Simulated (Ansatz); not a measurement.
Gd: single point with PBE

Gd:

```
Gd
1.0
     1.82486    1.05358    8.90239
    -1.82486    1.05358    8.90239
     0.00000   -2.10716    8.90239
Gd
3
Direct
  0.77182 0.78230 0.77881
  0.22875 0.22398 0.21303
  0.99208 0.01185 0.99818
```

This isn't the form of Gd at room conditions, which is hcp.

The cell isn't the ideal one: atoms moved at random, drawn with an rms of 0.05 Å.

* Program: Ansatz 0.2.0
* Task: single point
* Functional: PBE
* Potentials or basis: Ansatz PAW
* Cutoff: 420 eV (not typed: the program's choice for these potentials)
* k mesh: 9 × 9 × 9
* Occupations: fermi-dirac, width 0.05 eV
* Spin: collinear spin, ferromagnetic start
* Starting moments: [7.0, 7.0, 7.0] μB

```yaml
Pressure: -0.6 GPa
Largest_force: 0.076 eV/Å
Band_gap_on_the_k_mesh: none (metal or under the smearing width)
Net_moment: 22.79 μB per cell
Absolute_moment: 22.79 μB per cell
Site_moments: Gd +7.32, +7.33 μB
```

Forces in eV/Å, atoms in the order of the input:
```
Gd   0.005  0.019  0.073
Gd  -0.030 -0.022 -0.019
Gd   0.025  0.003 -0.054
```

Stress tensor (GPa, compression positive):
```
-0.41  0.04 -0.02
 0.04 -0.51 -0.02
-0.02 -0.02 -0.97
```

Levels at points of the mesh, in eV from the Fermi level:
Spin up:
| k point | band 36 | band 37 | band 38 | band 39 | band 40 | band 41 | band 42 | band 43 |
| --- | --- | --- | --- | --- | --- | --- | --- | --- |
| (0.00, 0.00, 0.00) | -2.93 | 0.24 | 0.32 | 1.19 | 1.19 | 1.29 | 1.37 | 1.38 |
Spin down:
```csv
k point,band 14,band 15,band 16,band 17,band 18,band 19
"(0.00, 0.00, 0.00)",-1.98,-1.96,0.21,0.24,0.28,0.35
```

Run time: 6.7 min on 2 threads of Arm Neoverse V1, with other jobs on the host, peak memory 2.1 GiB.

Caveat: spin-orbit coupling is left out, which moves the levels of the heavy elements. The state reached can hang on the start; a lower one may exist.
